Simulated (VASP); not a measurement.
# Ga: relaxation of cell and atoms with revPBE+D2

The system is Ga.

```
Ga
1.0
    -1.38440    1.38440    2.31122
     1.38440   -1.38440    2.31122
     1.38440    1.38440   -2.31122
Ga
1
Direct
  0.00000 0.00000 0.00000
```

This isn't the form of Ga at room conditions, which is orthorhombic.

```json
{
 "Program": "VASP 6.6.1",
 "Task": "relaxation of cell and atoms",
 "Functional": "revPBE",
 "Dispersion": "D2",
 "Potentials or basis": "VASP PAW PBE potentials, release 64 (Ga_d)",
 "Cutoff": "600 eV",
 "k mesh": "13 × 13 × 13",
 "Occupations": "methfessel-paxton, width 0.2 eV",
 "Spin": "no spin polarisation",
 "Further INCAR settings": "ALGO = Normal; EDIFF = 1e-07; IBRION = 2; EDIFFG = -0.005; NSW = 60; ISIF = 3"
}
```

The relaxed volume is 19.40 Å³/atom and the relaxed cell is a = 3.334 Å, b = 3.334 Å, c = 3.334 Å, α = 133.09°, β = 133.09°, γ = 68.51°. The space group after relaxing (to 0.05 Å) is I4/mmm (No. 139). The energy gained by relaxing is 78.0 meV/atom, the ionic steps are 12 and the pressure after relaxing is 0.0 GPa. The band gap on the k mesh is none (metal or under the smearing width) and the dispersion energy per atom is -0.795 eV.

Step by step:
```tsv
step	energy change (eV)	largest force (eV/Å)	pressure (GPa)	volume (Å³)
1	0.0000	0.0000	3.58	17.72
2	-0.0281	0.0000	1.81	18.75
3	-0.0489	0.0000	-1.83	20.75
4	-0.0493	0.0000	-1.16	20.42
5	-0.0626	0.0000	-1.16	20.26
6	-0.0762	0.0000	-1.40	19.80
7	-0.0762	0.0000	-1.30	19.74
8	-0.0763	0.0000	-1.33	19.79
9	-0.0748	0.0000	2.03	18.88
10	-0.0780	0.0000	0.02	19.39
11	-0.0780	0.0000	-0.03	19.40
12	-0.0780	0.0000	-0.02	19.40
```

Final structure:
```yaml
crystal:
  lattice:
    - [-1.32677, 1.32677, 2.75546]
    - [1.32677, -1.32677, 2.75546]
    - [1.32677, 1.32677, -2.75546]
  atoms:
    - { symbol: Ga, position: [0.00000, 0.00000, 0.00000] }
```

Levels at points of the mesh, in eV from the Fermi level:
```tsv
k point	band 3	band 4	band 5	band 6	band 7	band 8	band 9	band 10
(0.00, 0.00, 0.00)	-14.79	-14.79	-14.65	-10.83	7.66	11.67	12.81	12.81
```

Run time: 2.4 min on 1 thread of AMD EPYC 9R45 (Zen 5) (shared host), peak memory 0.15 GiB.

Caveat: atom-pairwise D2, TS and ULG terms overbind metals; the PAW data sets were made with another functional, which shifts forces and pressure a little; pairwise dispersion overbinds metals, which lowers pressure and volume.
